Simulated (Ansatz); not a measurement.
**Band structure of Co**

```
Co
1.0
     0.00000    1.79570    1.79570
     1.79570    0.00000    1.79570
     1.79570    1.79570    0.00000
Co
1
Cartesian
  0.0000 0.0000 0.0000
```

Conventional cell: a = 3.591 Å, b = 3.591 Å, c = 3.591 Å, α = 90.00°, β = 90.00°, γ = 90.00°. Co (atom 1) has 12 Co at 2.54 Å as nearest neighbours.

The geometry is COD entry 9012936, unchecked; take it as a test cell. It was measured hot, at 1300 K.

Computed with DFT, PBE, all-electron LAPW, scalar-relativistic in Ansatz 0.2.0.

Sampling and basis: a Γ-centred 16×16×16 k mesh, Fermi–Dirac smearing of 0.08 eV, basis error target 1 meV/atom, spin-polarised from start moments Co 2 μB, ending with a cell moment of 1.71 μB.

Points in fractions of the reciprocal vectors of this cell: Γ (0, 0, 0), X (0.5, 0, 0.5), U (0.625, 0.25, 0.625), K (0.375, 0.375, 0.75), L (0.5, 0.5, 0.5), W (0.5, 0.25, 0.75). The path joins them by straight lines in the order Γ–X–U–K–Γ–L–W–X; legs that retrace an earlier one aren't tabulated. Energies are in eV from the Fermi level.

Q: List the spin-down levels at K between -20 and 10 eV.

A: -2.99, -2.74, -1.01, 0.48, 0.92, 6.03, 7.53.

Q: List the spin-down levels at L between -20 and 10 eV.

A: -4.08, -1.03 (×2), -0.44, 1.07 (×2), 6.53.

Q: List the spin-down levels at W between -20 and 10 eV.

A: -2.81, -2.00 (×2), 0.19, 1.21, 7.91 (×2).

Q: What is the band gap?

A: none: bands cross the Fermi level, a metal.
